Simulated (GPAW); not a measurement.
# free-standing square Re monolayer, spacing 2.904 A: cost and accuracy of the smearing

Wanted: the cheapest choice of the smearing that holds the magnetic results of free-standing square Re monolayer, spacing 2.904 A.

Main program and level: GPAW 26.7.0; PBE; plane waves with GPAW's PAW setups, scalar-relativistic.

This is a report of a sequence of runs, with most program output left out.

**1. The structure**

The cell holds 1 atom: 1 Re. Its edges and angles: a = 2.904 Å, b = 2.904 Å, c = 14.000 Å, α = 90.0°, β = 90.0°, γ = 90.0°. model lattice. Vacuum lies along c.

**2. Rung 1 (width 0.4 eV), start ferro +**

A wide smearing converges easily but acts like a high temperature on the moments; each rung narrows it.

Contents of order1.py:

```python
import json
import numpy as np
from ase import Atoms
from ase.parallel import paropen, parprint
from gpaw import GPAW

atoms = Atoms(['Re'],
    cell=[[2.904, 0.0, 0.0],
         [0.0, 2.904, 0.0],
         [0.0, 0.0, 14.0]],
    scaled_positions=[[0.0, 0.0, 0.5]],
    pbc=True,
    magmoms=[1.0])
atoms.calc = GPAW(mode={'name': 'pw', 'ecut': 550},
    xc='PBE',
    kpts={'size': (10, 10, 1), 'gamma': True},
    occupations={'name': 'fermi-dirac', 'width': 0.4},
    convergence={'density': 1e-05, 'energy': 1e-05},
    maxiter=200,
    symmetry={'tolerance': 1e-4},
    txt='order1.txt')
e = atoms.get_potential_energy(force_consistent=True)
res = {'free_energy': e, 'energy_sigma0': atoms.get_potential_energy(), 'fermi_energy': atoms.calc.get_fermi_level()}
res['moments'] = atoms.get_magnetic_moments().tolist()
res['total'] = atoms.get_magnetic_moment()
parprint('site moments (muB):', np.round(res['moments'], 3))
parprint(f"total moment: {res['total']:.3f} muB")
parprint(f'free energy: {e:.6f} eV')
atoms.calc.write('order1.gpw')
with paropen('results.json', 'w') as f:
    json.dump(res, f)
```

Run with:

```console
$ OMP_NUM_THREADS=1 python3 order1.py > order1.log
```

The job ended after 25 s (1 MPI rank of Intel Xeon Platinum 8488C (Sapphire Rapids), shared host; peak memory 0.21 GiB).

Numbers from this step:

* magnetization: 0.5659 μB
* final state: ferromagnetic
* largest moment: 0.4355 μB

After 16 cycles the largest moment stands at 0.436 μB.

**3. Rung 1 (width 0.4 eV), start antiferro q=(1/2,1/2,0) +-**

The second start gives the energy difference between the two end states, the quantity that is followed up the ladder. Its q is in fractions of the reciprocal vectors of the first run's cell.

Contents of order2.py:

```python
import json
import numpy as np
from ase import Atoms
from ase.parallel import paropen, parprint
from gpaw import GPAW

atoms = Atoms(['Re', 'Re'],
    cell=[[5.808, 0.0, 0.0],
         [2.904, 2.904, 0.0],
         [0.0, 0.0, 14.0]],
    scaled_positions=[[0.0, 0.0, 0.5],
         [0.5, 0.0, 0.5]],
    pbc=True,
    magmoms=[1.0, -1.0])
atoms.calc = GPAW(mode={'name': 'pw', 'ecut': 550},
    xc='PBE',
    kpts={'size': (5, 10, 1), 'gamma': True},
    occupations={'name': 'fermi-dirac', 'width': 0.4},
    convergence={'density': 1e-05, 'energy': 1e-05},
    maxiter=200,
    symmetry={'tolerance': 1e-4},
    txt='order2.txt')
e = atoms.get_potential_energy(force_consistent=True)
res = {'free_energy': e, 'energy_sigma0': atoms.get_potential_energy(), 'fermi_energy': atoms.calc.get_fermi_level()}
res['moments'] = atoms.get_magnetic_moments().tolist()
res['total'] = atoms.get_magnetic_moment()
parprint('site moments (muB):', np.round(res['moments'], 3))
parprint(f"total moment: {res['total']:.3f} muB")
parprint(f'free energy: {e:.6f} eV')
atoms.calc.write('order2.gpw')
with paropen('results.json', 'w') as f:
    json.dump(res, f)
```

Run with:

```console
$ OMP_NUM_THREADS=1 python3 order2.py > order2.log
```

Elapsed: 2.4 min, on 1 MPI rank; peak memory 0.42 GiB.

Numbers from this step:

* magnetization: 0 μB
* final state: antiferromagnetic
* largest moment: 1.881 μB

This start lies -103.9 meV a seeded atom from the first; its largest moment is 1.88 μB.

**4. Rung 2 (width 0.2 eV), start ferro +**

order1.py is the script of step 2 with these lines changed:

```diff
@@ -16,3 +16,3 @@
     kpts={'size': (10, 10, 1), 'gamma': True},
-    occupations={'name': 'fermi-dirac', 'width': 0.4},
+    occupations={'name': 'fermi-dirac', 'width': 0.2},
     convergence={'density': 1e-05, 'energy': 1e-05},
```

Run with:

```console
$ OMP_NUM_THREADS=1 python3 order1.py > order1.log
```

Wall time 26 s (1 MPI rank); peak memory 0.21 GiB.

Read from the output:

| Property | Result |
| --- | --- |
| magnetization | 1.322 μB |
| final state | ferromagnetic |
| largest moment | 1.012 μB |

The largest moment moves by +0.58 μB from rung 1, at 1.0 times its CPU time.

**5. Rung 2 (width 0.2 eV), start antiferro q=(1/2,1/2,0) +-**

order2.py is the script of step 3 with these lines changed:

```diff
@@ -17,3 +17,3 @@
     kpts={'size': (5, 10, 1), 'gamma': True},
-    occupations={'name': 'fermi-dirac', 'width': 0.4},
+    occupations={'name': 'fermi-dirac', 'width': 0.2},
     convergence={'density': 1e-05, 'energy': 1e-05},
```

Run with:

```console
$ OMP_NUM_THREADS=1 python3 order2.py > order2.log
```

It took 1.9 min on 1 MPI rank; peak memory 0.43 GiB.

Read from the output:

* magnetization: 0 μB
* final state: antiferromagnetic
* largest moment: 2.233 μB

This start lies -247.2 meV a seeded atom from the first, a change of -143.4 meV since rung 1; its largest moment is 2.23 μB.

**6. Rung 3 (width 0.1 eV), start ferro +**

order1.py is the script of step 4 with these lines changed:

```diff
@@ -16,3 +16,3 @@
     kpts={'size': (10, 10, 1), 'gamma': True},
-    occupations={'name': 'fermi-dirac', 'width': 0.2},
+    occupations={'name': 'fermi-dirac', 'width': 0.1},
     convergence={'density': 1e-05, 'energy': 1e-05},
```

Run with:

```console
$ OMP_NUM_THREADS=1 python3 order1.py > order1.log
```

Elapsed: 25 s, on 1 MPI rank; peak memory 0.21 GiB.

Numbers from this step:

- magnetization: 1.334 μB
- final state: ferromagnetic
- largest moment: 1.020 μB

The largest moment moves by +0.01 μB from rung 2, at 0.98 times its CPU time.

**7. Rung 3 (width 0.1 eV), start antiferro q=(1/2,1/2,0) +-**

order2.py is the script of step 5 with these lines changed:

```diff
@@ -17,3 +17,3 @@
     kpts={'size': (5, 10, 1), 'gamma': True},
-    occupations={'name': 'fermi-dirac', 'width': 0.2},
+    occupations={'name': 'fermi-dirac', 'width': 0.1},
     convergence={'density': 1e-05, 'energy': 1e-05},
```

Run with:

```console
$ OMP_NUM_THREADS=1 python3 order2.py > order2.log
```

Run time: 1.8 min. Hardware: 1 MPI rank; peak memory 0.43 GiB.

Read from the output:

```yaml
magnetization: 0 μB
final_state: antiferromagnetic
largest_moment: 2.256 μB
```

This start lies -266.6 meV a seeded atom from the first, a change of -19.3 meV since rung 2; its largest moment is 2.26 μB.

**8. Rung 4 (width 0.05 eV), start ferro +**

order1.py is the script of step 6 with these lines changed:

```diff
@@ -16,3 +16,3 @@
     kpts={'size': (10, 10, 1), 'gamma': True},
-    occupations={'name': 'fermi-dirac', 'width': 0.1},
+    occupations={'name': 'fermi-dirac', 'width': 0.05},
     convergence={'density': 1e-05, 'energy': 1e-05},
```

Run with:

```console
$ OMP_NUM_THREADS=1 python3 order1.py > order1.log
```

It took 24 s on 1 MPI rank; peak memory 0.21 GiB.

Read from the output:

```yaml
magnetization: 1.280 μB
final_state: ferromagnetic
largest_moment: 0.9779 μB
```

The largest moment moves by -0.04 μB from rung 3, at 0.96 times its CPU time.

**9. Rung 4 (width 0.05 eV), start antiferro q=(1/2,1/2,0) +-**

order2.py is the script of step 7 with these lines changed:

```diff
@@ -17,3 +17,3 @@
     kpts={'size': (5, 10, 1), 'gamma': True},
-    occupations={'name': 'fermi-dirac', 'width': 0.1},
+    occupations={'name': 'fermi-dirac', 'width': 0.05},
     convergence={'density': 1e-05, 'energy': 1e-05},
```

Run with:

```console
$ OMP_NUM_THREADS=1 python3 order2.py > order2.log
```

Wall time 1.9 min (1 MPI rank); peak memory 0.42 GiB.

Numbers from this step:

- magnetization: 0 μB
- final state: antiferromagnetic
- largest moment: 2.247 μB

This start lies -268.1 meV a seeded atom from the first, a change of -1.6 meV since rung 3; its largest moment is 2.25 μB.

**10. Rung 5 (width 0.02 eV), start ferro +**

order1.py is the script of step 8 with these lines changed:

```diff
@@ -16,3 +16,3 @@
     kpts={'size': (10, 10, 1), 'gamma': True},
-    occupations={'name': 'fermi-dirac', 'width': 0.05},
+    occupations={'name': 'fermi-dirac', 'width': 0.02},
     convergence={'density': 1e-05, 'energy': 1e-05},
```

Run with:

```console
$ OMP_NUM_THREADS=1 python3 order1.py > order1.log
```

Wall time 24 s (1 MPI rank); peak memory 0.21 GiB.

Numbers from this step:

| Quantity | Value |
| --- | --- |
| magnetization | 1.246 μB |
| final state | ferromagnetic |
| largest moment | 0.9525 μB |

The largest moment moves by -0.03 μB from rung 4, at 1.0 times its CPU time.

**11. Rung 5 (width 0.02 eV), start antiferro q=(1/2,1/2,0) +-**

order2.py is the script of step 9 with these lines changed:

```diff
@@ -17,3 +17,3 @@
     kpts={'size': (5, 10, 1), 'gamma': True},
-    occupations={'name': 'fermi-dirac', 'width': 0.05},
+    occupations={'name': 'fermi-dirac', 'width': 0.02},
     convergence={'density': 1e-05, 'energy': 1e-05},
```

Run with:

```console
$ OMP_NUM_THREADS=1 python3 order2.py > order2.log
```

It took 2.1 min on 1 MPI rank; peak memory 0.43 GiB.

Read from the output:

```
magnetization  : 0 μB
final state    : antiferromagnetic
largest moment : 2.240 μB
```

This start lies -270.0 meV a seeded atom from the first, a change of -1.9 meV since rung 4; its largest moment is 2.24 μB.

**12. The rungs together**

Ladder, by row:

```tsv
rung	smearing (eV)	state from the first start	state from the second start	second less first (meV a seeded atom)	moment, first (μB)	moment, second (μB)	CPU time (s)
1	0.4	ferromagnetic	antiferromagnetic	-103.9	0.4355	1.881	170.4
2	0.2	ferromagnetic	antiferromagnetic	-247.2	1.012	2.233	140.4
3	0.1	ferromagnetic	antiferromagnetic	-266.6	1.02	2.256	133
4	0.05	ferromagnetic	antiferromagnetic	-268.1	0.9779	2.247	136.2
5	0.02	ferromagnetic	antiferromagnetic	-270	0.9525	2.24	151.6
```

**13. Summary of results**

```
range of the moment in the table, second start           : 1.88 to 2.26 μB
range of CPU time                                        : 2.2 min to 2.8 min
range of the energy difference                           : -270 to -104 meV a seeded atom
first rung from which all stay within 13 meV of the last : 3
```

**Reading.** From rung 3 on the result stays within 3.4 meV of the last rung, inside the margin of 13 meV set for it, at 88 % of the last rung's cost. The second start ends lower on every rung of the table; whether functional and cell give the true order is another question. The mesh stays the same, and a narrow smearing needs a finer one, so the last rung is no sure reference.

[Logs and program files are shortened in this print: banners, set-up blocks, solver, clock and traceback lines can be left out without a mark of their own.]

[Logs are printed without paths, hosts, clocks, repeated set-up lines and the standing remarks that a program may print on its own settings, such as how far it seeks lower states.]

[Hosts, paths, dates, database ids (printed as entryN), source tags and the programs' standing remarks are cut or masked in the printed files.]

[Where a cell is said to come from a database of computed structures, the database is the Materials Project.]
